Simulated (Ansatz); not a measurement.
# GaSb (Immm) in Ansatz: further runs

One crystal, GaSb, is run at these levels: PBEsol; tasks: single point, equation of state.

Program: Ansatz 0.2.0. These are calculated values, not measurements. Logs are shortened: lines on timing, memory, paths and dates and some standing lists are left out, and cuts for length are marked.

### 1 The crystal as given

Symmetry: Immm, No. 71, orthorhombic system. The conventional cell has a = 3.112 Å, b = 5.350 Å, c = 5.787 Å, α = 90.00°, β = 90.00°, γ = 90.00°. Sb (site symmetry mmm) is surrounded by 6 Ga at 2.89 to 3.09 Å and 2 Sb at 3.11 Å. Ga (site symmetry mmm) is surrounded by 6 Sb at 2.89 to 3.09 Å and 2 Ga at 3.11 Å.

Measurements of this composition are mostly on another form, of space group No. 216.

### 2 Single point, PBEsol, 22.64 Å³/atom (volume scaled by 0.94)

Contents of input.yaml:

```yaml
crystal:
  lattice:
    - [-1.5241390061, 2.6203957796, 2.834249223]
    - [1.5241390061, -2.6203957796, 2.834249223]
    - [1.5241390061, 2.6203957796, -2.834249223]
  atoms:
    - { symbol: Sb, position: [0.5, 0.5, 0.0] }
    - { symbol: Ga, position: [0.0, 0.0, 0.0] }
hamiltonian:
  xc: pbesol
  pseudopotentials: { kind: paw }
kpoints:
  mp_grid: { grid: [10, 10, 10] }
scf:
  occupations: { method: fermi_dirac, width: 0.05 }
output:
  forces: true
  stress: true
  eigenvalues: true
  write_density: true
  write_potential: true
  elf: true
  volumetric_format: npy
```

Potentials or basis: Ansatz PAW.

Launch:

```bash
$ ansatz run input.yaml --threads 2 --pin off --max-ram 5632MiB --backend cpu --events-out ev --progress --plain --runs-dir out
```

The program printed:

```text
Warning: RAYON_NUM_THREADS=2 ignored (pool sized by the plan → 2); use --threads N
Engine: ansatz 0.2.0, x86_64-unknown-linux-gnu
Pseudopotentials: kind: paw
Pseudopotential: Sb, paw, valence charge 15, recommended cutoff 420 eV (normal), Sb.paw.azcp
Pseudopotential: Ga, paw, valence charge 13, recommended cutoff 420 eV (normal), Ga.paw.azcp
Functional definition: PBEsol
  exchange = pbesol_x
  correlation = pbesol_c
Crystal: 2 atoms, lattice volume = 45.278 Å³
Basis set: ecut = 420 eV, 857 PW (Γ), exchange–correlation on 60×60×60 points (8 copies of the dense FFT grid, shifted against one another)
Bands: 18, of which v1, the nominal top of the filled ones, is band 14 counted from 1 (13 counted from 0)
Symmetry: 8 space group operations
Space group: Immm (ITA 71), of the structure as read, at distance tolerance 3.6e-5 Å
k-points: 171 of 1000
Non-local potential: Sb, projectors of the file, l = 0: 2, l = 1: 2, l = 2: 2, l = 3: 2
Non-local potential: Ga, projectors of the file, l = 0: 2, l = 1: 2, l = 2: 3, l = 3: 1
PAW form: soft (Blöchl's): semilocal exchange-correlation on the pseudo side does not see the compensation charge
PAW frozen core: Sb, regenerated for the run's functional, and the local potential with it (the file was generated under x = pbe(κ = 0.804, μ = 0.2195149727645171), c = pbe(β = 0.06672455060314922))
PAW frozen core: Ga, regenerated for the run's functional, and the local potential with it (the file was generated under x = pbe(κ = 0.804, μ = 0.2195149727645171), c = pbe(β = 0.06672455060314922))
PAW one-centre angular grid: Sb, 590 points (default); XC on 64 Gauss nodes
PAW one-centre angular grid: Ga, 590 points (default); XC on 64 Gauss nodes
Initial density: superposition of atomic densities (neutral atoms: chi_scale 0, normalization atom), corrected by the library's trained network
Initial wavefunctions: pseudopotential atomic-orbital guess
Functional: x = pbesol(κ = 0.804, μ = 0.12345679012345678), c = pbesol(β = 0.046)
SCF iter   1: F=—  HF=-10151.253925 eV  |F-HF|=—  |Δ(HF+E_count)|=         —  Δρ=2.78e-3  dr2=1.99e-3  ethr=1.77e-3  ⟨swp⟩=6.0  Hψ=15246  notcnv=0
preconditioner: auto → Kerker (q_TF=auto, 2.518 Å⁻¹)  [metal: Δε(μ)=0.036 eV  Ē_g=21.156 eV  σ=0.050 eV  W_gap=0.18  n_scr=16 (ndim 8)  ℏωp=29.2 eV  f_vac=0.000  D(μ)=0.60/eV (n_scr^D=0)]
SCF iter   2: F=—  HF=-10151.251939 eV  |F-HF|=—  |Δ(HF+E_count)|=   1.99e-3  Δρ=1.41e-3  dr2=6.01e-4  ethr=7.11e-6  ⟨swp⟩=2.0  Hψ=5451  notcnv=0
SCF iter   3: F=—  HF=-10151.251734 eV  |F-HF|=—  |Δ(HF+E_count)|=   2.05e-4  Δρ=5.76e-4  dr2=1.56e-4  ethr=2.15e-6  ⟨swp⟩=2.0  Hψ=4975  notcnv=0
SCF iter   4: F=—  HF=-10151.251685 eV  |F-HF|=—  |Δ(HF+E_count)|=   4.97e-5  Δρ=1.92e-4  dr2=2.64e-5  ethr=5.57e-7  ⟨swp⟩=2.0  Hψ=4330  notcnv=0
SCF iter   5: F=—  HF=-10151.251681 eV  |F-HF|=—  |Δ(HF+E_count)|=   4.00e-6  Δρ=8.26e-5  dr2=3.50e-6  ethr=9.44e-8  ⟨swp⟩=2.0  Hψ=5462  notcnv=0
SCF iter   6: F=—  HF=-10151.251680 eV  |F-HF|=—  |Δ(HF+E_count)|=   1.09e-6  Δρ=6.36e-5  dr2=8.65e-7  ethr=1.25e-8  ⟨swp⟩=2.0  Hψ=5472  notcnv=0
SCF iter   7: F=-10151.251679 eV  HF=-10151.251679 eV  |F-HF|=2.61e-8  |Δ(HF+E_count)|=   5.62e-7  Δρ=8.58e-6  dr2=1.80e-8  ethr=3.57e-10  ⟨swp⟩=6.8  Hψ=20215  notcnv=0
SCF 1 converged in 7 iterations: F = -10151.251679 eV  dr2 = 1.80e-8
SCF converged after 7 iterations
Free energy (F): -10151.251679 eV
Harris-Foulkes:  -10151.251679 eV  (|F-HF|=2.61e-8)
Internal energy: -10151.246563 eV  (E = F + TS)
E sigma→0 (E₀):  -10151.249121 eV
Entropy (-TS):   -0.005116 eV (-2.558 meV/atom)
Fermi energy:    10.730162 eV
--- Per-component energies (eV) ---
  E_band       = -177.304519
  E_kinetic    = 323.273409
  E_local      = -3264.751850  (includes V_loc(G=0)·N_el)
  E_nonlocal   = 788.145384
  E_hartree    = 1516.376246
  E_xc         = -206.861778
  E_vxc        = -155.674082  (∫ρ·V_xc dr)
  E_paw        = -6446.620464  (= ΣΔE_a)
  E_vpaw       = -901.042757  (= ΣTr[D̂ρ^β])
  E_aug_tail   = -0.000119  (compensation charges beyond the density's cutoff)
  E_ewald      = -2862.002227
  E_core_change = 1.194835  (= ΣΔE_core)
  E_smearing   = -0.005116  (= −TS)
  E_closure    = -0.000000  (closes the sum)
  Σ components = -10151.251679   (vs F -10151.251679, Δ=0.00e0)
--- Forces (eV/Å), atoms counted from 1 ---
  atom   1  Sb     0.00000000     0.00000000    -0.00000000
  atom   2  Ga     0.00000000     0.00000000    -0.00000000
  max |Σ_I F_I| component: 1.28e-29 eV/Å
--- Stress (GPa, compression-positive) ---
        1.577215       0.000000       0.000000
        0.000000      -0.149674      -0.000000
        0.000000      -0.000000      -0.442800
  P = ⅓ Tr σ = 0.3282 GPa (3.282 kbar)
--- Band table (eV; the first three rows and the last of 171) ---
  k-point 0: bands = ["-18.3267", "-18.1829", "-18.1629", "-18.1613", "-18.1604", "-4.2128", "-4.1066", "-4.1053", "-4.0782", "-4.0437", "-1.7126", "7.6707", "8.3913", "8.8680", "13.9547", "16.4648", "17.0851", "18.6667"]
  k-point 1: bands = ["-18.3081", "-18.1889", "-18.1686", "-18.1609", "-18.1590", "-4.1955", "-4.1065", "-4.1041", "-4.0873", "-4.0509", "-1.4984", "7.0691", "8.8067", "9.4270", "14.3664", "14.9075", "17.0770", "17.3151"]
  k-point 2: bands = ["-18.2590", "-18.2046", "-18.1837", "-18.1600", "-18.1554", "-4.1511", "-4.1177", "-4.1027", "-4.0979", "-4.0689", "-0.8553", "6.6427", "8.7142", "11.0474", "12.1959", "14.3600", "15.3663", "16.7915"]
  k-point 170: bands = ["-18.3266", "-18.1801", "-18.1692", "-18.1596", "-18.1447", "-4.2130", "-4.2017", "-4.0730", "-4.0704", "-4.0374", "1.0083", "4.6426", "5.2392", "5.5501", "14.1507", "18.0893", "20.8678", "21.6982"]
```

Run time: 1.8 s. Hardware: 2 threads of AMD EPYC 9R45 (Zen 5), shared host; peak memory 0.47 GiB.

Results:

```
Free energy            : -10151.2517 eV
Pressure               : 0.3 GPa
Band gap on the k mesh : none (metal or under the smearing width)
```

Caveat: the PAW data sets come from PBE, with cores solved anew for the run's functional, which leaves a small shift of forces and pressure.

### 3 Single point, PBEsol, 23.12 Å³/atom (volume scaled by 0.96)

Contents of input.yaml:

```yaml
crystal:
  lattice:
    - [-1.5348727331, 2.638849879, 2.8542093822]
    - [1.5348727331, -2.638849879, 2.8542093822]
    - [1.5348727331, 2.638849879, -2.8542093822]
  atoms:
    - { symbol: Sb, position: [0.5, 0.5, 0.0] }
    - { symbol: Ga, position: [0.0, 0.0, 0.0] }
hamiltonian:
  xc: pbesol
  pseudopotentials: { kind: paw }
kpoints:
  mp_grid: { grid: [10, 10, 10] }
scf:
  occupations: { method: fermi_dirac, width: 0.05 }
output:
  forces: true
  stress: true
  eigenvalues: true
```

Potentials or basis: Ansatz PAW.

Launch:

```bash
$ ansatz run input.yaml --threads 2 --pin off --max-ram 5632MiB --backend cpu --events-out ev --progress --plain --runs-dir out
```

Run time: 1.8 s. Hardware: 2 threads of AMD EPYC 9R45 (Zen 5), shared host; peak memory 0.46 GiB.

Results (log left out):

* Free energy: -10151.2497 eV
* Pressure: -1.0 GPa
* Band gap on the k mesh: none (metal or under the smearing width)

Caveat: the PAW data sets come from PBE, with cores solved anew for the run's functional, which leaves a small shift of forces and pressure.

### 4 Single point, PBEsol, 23.60 Å³/atom (volume scaled by 0.98)

input.yaml, as its differences from that of step 3:

```diff
@@ -2,5 +2,5 @@
   lattice:
-    - [-1.5348727331, 2.638849879, 2.8542093822]
-    - [1.5348727331, -2.638849879, 2.8542093822]
-    - [1.5348727331, 2.638849879, -2.8542093822]
+    - [-1.5454583968, 2.6570494188, 2.8738942068]
+    - [1.5454583968, -2.6570494188, 2.8738942068]
+    - [1.5454583968, 2.6570494188, -2.8738942068]
   atoms:
```

Launch:

```bash
$ ansatz run input.yaml --threads 2 --pin off --max-ram 5632MiB --backend cpu --events-out ev --progress --plain --runs-dir out
```

It took 1.4 s on 2 threads of AMD EPYC 9R45 (Zen 5), shared host; peak memory 0.47 GiB.

The run converged. Its results:

```
Free energy            : -10151.2404 eV
Pressure               : -2.1 GPa
Band gap on the k mesh : none (metal or under the smearing width)
```

Caveat: the PAW data sets come from PBE, with cores solved anew for the run's functional, which leaves a small shift of forces and pressure.

### 5 Single point, PBEsol, 24.08 Å³/atom

input.yaml, as its differences from that of step 4:

```diff
@@ -2,5 +2,5 @@
   lattice:
-    - [-1.5454583968, 2.6570494188, 2.8738942068]
-    - [1.5454583968, -2.6570494188, 2.8738942068]
-    - [1.5454583968, 2.6570494188, -2.8738942068]
+    - [-1.555901, 2.675003, 2.893313]
+    - [1.555901, -2.675003, 2.893313]
+    - [1.555901, 2.675003, -2.893313]
   atoms:
```

Launch:

```bash
$ ansatz run input.yaml --threads 2 --pin off --max-ram 5632MiB --backend cpu --events-out ev --progress --plain --runs-dir out
```

It took 1.5 s on 2 threads of AMD EPYC 9R45 (Zen 5), shared host; peak memory 0.47 GiB.

The run converged. Its results:

```
Free energy            : -10151.2246 eV
Pressure               : -3.1 GPa
Band gap on the k mesh : none (metal or under the smearing width)
```

Caveat: the PAW data sets come from PBE, with cores solved anew for the run's functional, which leaves a small shift of forces and pressure.

### 6 Single point, PBEsol, 24.57 Å³/atom (volume scaled by 1.02)

input.yaml, as its differences from that of step 5:

```diff
@@ -2,5 +2,5 @@
   lattice:
-    - [-1.555901, 2.675003, 2.893313]
-    - [1.555901, -2.675003, 2.893313]
-    - [1.555901, 2.675003, -2.893313]
+    - [-1.5662052804, 2.6927187679, 2.9124745717]
+    - [1.5662052804, -2.6927187679, 2.9124745717]
+    - [1.5662052804, 2.6927187679, -2.9124745717]
   atoms:
@@ -19 +19,5 @@
   eigenvalues: true
+  write_density: true
+  write_potential: true
+  elf: true
+  volumetric_format: npy
```

Potentials or basis: Ansatz PAW.

Launch:

```bash
$ ansatz run input.yaml --threads 2 --pin off --max-ram 5632MiB --backend cpu --events-out ev --progress --plain --runs-dir out
```

Wall time 1.9 s (2 threads of AMD EPYC 9R45 (Zen 5), shared host); peak memory 0.46 GiB.

It converged, with:

* Free energy: -10151.2032 eV
* Pressure: -4.0 GPa
* Band gap on the k mesh: none (metal or under the smearing width)

Caveat: the PAW data sets come from PBE, with cores solved anew for the run's functional, which leaves a small shift of forces and pressure.

### 7 Single point, PBEsol, 25.05 Å³/atom (volume scaled by 1.04)

Contents of input.yaml:

```yaml
crystal:
  lattice:
    - [-1.5763757296, 2.7102044447, 2.9313872741]
    - [1.5763757296, -2.7102044447, 2.9313872741]
    - [1.5763757296, 2.7102044447, -2.9313872741]
  atoms:
    - { symbol: Sb, position: [0.5, 0.5, 0.0] }
    - { symbol: Ga, position: [0.0, 0.0, 0.0] }
hamiltonian:
  xc: pbesol
  pseudopotentials: { kind: paw }
kpoints:
  mp_grid: { grid: [10, 10, 10] }
scf:
  occupations: { method: fermi_dirac, width: 0.05 }
output:
  forces: true
  stress: true
  eigenvalues: true
```

Launch:

```bash
$ ansatz run input.yaml --threads 2 --pin off --max-ram 5632MiB --backend cpu --events-out ev --progress --plain --runs-dir out
```

It took 1.5 s on 2 threads of AMD EPYC 9R45 (Zen 5), shared host; peak memory 0.47 GiB.

The run converged. Its results:

* Free energy: -10151.1768 eV
* Pressure: -4.8 GPa
* Band gap on the k mesh: none (metal or under the smearing width)

Caveat: the PAW data sets come from PBE, with cores solved anew for the run's functional, which leaves a small shift of forces and pressure.

### 8 Single point, PBEsol, 25.53 Å³/atom (volume scaled by 1.06)

input.yaml, as its differences from that of step 7:

```diff
@@ -2,5 +2,5 @@
   lattice:
-    - [-1.5763757296, 2.7102044447, 2.9313872741]
-    - [1.5763757296, -2.7102044447, 2.9313872741]
-    - [1.5763757296, 2.7102044447, -2.9313872741]
+    - [-1.58641661, 2.7274673588, 2.9500590341]
+    - [1.58641661, -2.7274673588, 2.9500590341]
+    - [1.58641661, 2.7274673588, -2.9500590341]
   atoms:
```

Launch:

```bash
$ ansatz run input.yaml --threads 2 --pin off --max-ram 5632MiB --backend cpu --events-out ev --progress --plain --runs-dir out
```

Wall time 1.5 s (2 threads of AMD EPYC 9R45 (Zen 5), shared host); peak memory 0.47 GiB.

The run converged. Its results:

```yaml
Free_energy: -10151.1459 eV
Pressure: -5.5 GPa
Band_gap_on_the_k_mesh: none (metal or under the smearing width)
```

Caveat: the PAW data sets come from PBE, with cores solved anew for the run's functional, which leaves a small shift of forces and pressure.

### 9 Equation of state, PBEsol

Potentials or basis: Ansatz PAW.

No new run: the results of the series are fitted here.

What came out:

* Equilibrium volume: 22.76 Å³/atom
* Bulk modulus at fixed shape and positions: 63 GPa
* Pressure derivative of the bulk modulus: 5.0

Energy against volume, from the lowest point:
```tsv
volume (Å³/atom)	energy (meV/atom)
22.639	0.00
23.121	0.99
23.602	5.64
24.084	13.52
24.566	24.23
25.048	37.45
25.529	52.87
```

Caveat: the cell was scaled at fixed shape and fractional positions, which overstates the stiffness of a crystal with free parameters, most of all of layers and chains.
